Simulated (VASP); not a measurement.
Set up this calculation in VASP 6.6.1, as the native input.

```
Task                   : single point
Functional             : PBEsol
Potentials or basis    : VASP PAW PBE potentials, release 64 (Ta_pv, N)
Cutoff                 : 520 eV
k mesh                 : 9 × 5 × 8
Occupations            : gaussian, width 0.05 eV
Spin                   : collinear spin, antiferromagnetic start
Starting moments       : [0.5, -0.5, 0.0, 0.0] μB
Hubbard terms          : Ta d U = 2 eV
Further INCAR settings : ALGO = Normal; EDIFF = 1e-07
```

The structure of TaN lies in POSCAR:

```
TaN
1.0
    2.9380011100      0.0000000000      0.0000000000
   -2.9380011000      5.0887672000      0.0000000000
    0.0000000000      0.0000000000      2.8830022100
Ta N
2 2
Direct
    0.3333333333      0.3333333334      0.5000000000
    0.3333333333      0.8333333333      0.5000000000
    0.0000000000      0.0000000000      0.0000000000
    0.0000000000      0.5000000000      0.0000000000
```

The input as run:

INCAR

```
ALGO = Normal
EDIFF = 1E-7
ENCUT = 520
GGA = PS
ISIF = 2
ISMEAR = 0
ISPIN = 2
LASPH = T
LCHARG = F
LDAU = T
LDAUJ = 0 0
LDAUL = 2 -1
LDAUPRINT = 1
LDAUTYPE = 2
LDAUU = 2 0
LMAXMIX = 4
LORBIT = 11
LREAL = F
LWAVE = F
MAGMOM = 0.5 -0.5 0 0
NELM = 80
PREC = Accurate
SIGMA = 0.05
```

KPOINTS

```
k-points
0
Gamma
  9 5 8
```

Potentials or basis: VASP PAW PBE potentials, release 64 (Ta_pv, N).

Command:

```bash
$ cat potpaw_PBE.64/Ta_pv/POTCAR potpaw_PBE.64/N/POTCAR > POTCAR
$ mpirun -np 1 vasp_std > vasp.out
```

Results of the run:

The pressure is 2.3 GPa. The band gap on the k mesh is none (metal or under the smearing width). The net moment is 0.00 μB per cell and the valence electrons inside the program's atomic spheres are Ta 8.95; N 3.73.

Caveat: the PAW data sets were made with another functional, which shifts forces and pressure a little.

Wall time 92 s on 1 thread of Intel(R) Xeon(R) 6975P-C (Granite Rapids), on a shared host, peak memory 0.29 GiB.
